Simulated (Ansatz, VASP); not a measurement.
**AlGaN2 in VASP and in Ansatz**

File INCAR:

```
SYSTEM = AlGaN2
PREC = Accurate ; ENCUT = 520
EDIFF = 1E-7 ; ISMEAR = 0
SIGMA = 0.05 ; LREAL = .FALSE.
LASPH = .TRUE. ; NELM = 100
ALGO = Normal ; ISIF = 2
LWAVE = .FALSE. ; LCHARG = .FALSE.
NBANDS = 21
```

Contents of KPOINTS:

```
regular mesh
0
G
  8 8 6
  0 0 0
```

The input POSCAR:

```
AlGaN2
1.0
    3.1408770487      0.0000000000      0.0000000000
    0.0000000000      3.1408770487      0.0000000000
    0.0000000000      0.0000000000      4.4238379400
Al Ga N
1 1 2
Direct
    0.5000000000      0.5000000000      0.5000000000
    0.0000000000      0.0000000000      0.0000000000
    0.5000000000      0.0000000000      0.7653905776
    0.0000000000      0.5000000000      0.2346094224
```

Input for Ansatz:

```yaml
crystal:
  lattice:
    - [3.1408770487, 0.0, 0.0]
    - [0.0, 3.1408770487, 0.0]
    - [0.0, 0.0, 4.42383794]
  atoms:
    - { symbol: Al, position: [0.5, 0.5, 0.5] }
    - { symbol: Ga, position: [0.0, 0.0, 0.0] }
    - { symbol: "N", position: [0.5, 0.0, 0.7653905776] }
    - { symbol: "N", position: [0.0, 0.5, 0.2346094224] }
basis:
  ecutwfc: 420
kpoints:
  mp_grid: { grid: [8, 8, 6] }
hamiltonian:
  xc: lda
scf:
  occupations: { method: gaussian, width: 0.05 }
output:
  forces: true
  stress: true
  eigenvalues: true
```

Change from the starting cell: mode 12 (682.2 1/cm) frozen in, largest displacement +0.120 Å.

Alike in both runs: task single point; functional LDA; k mesh 8 × 8 × 6; occupations gaussian, width 0.05 eV; no spin polarisation.

```csv
,VASP,Ansatz
version,VASP 6.6.1,Ansatz 0.2.0
potentials or method,"VASP PAW LDA potentials, release 64 (Al, Ga_d, N)","scalar-relativistic, plane waves, PAW"
plane-wave cutoff (eV),520,420
valence electrons in the cell,26,26
```

Ansatz gave:

* gap on the k mesh at the Fermi level (eV): 2.79
* least direct gap on the mesh (eV): 2.79
* pressure (GPa): -2.8
* largest component of the traceless stress (GPa): 1.02
* rms of the force components (eV/Å): 1.105

**Question.** Which values does VASP return?

**Answer.** gap on the k mesh at the Fermi level (eV): 2.80; least direct gap on the mesh (eV): 2.80; pressure (GPa): -2.0; largest component of the traceless stress (GPa): 1.06; rms of the force components (eV/Å): 1.126.

Atom by atom the forces differ by 0.022 eV/Å (rms over components).

Caveats: forces of over 1 eV/Å show positions far from the minimum, so gaps and moduli don't describe the material at rest. A k mesh can miss the band edges.
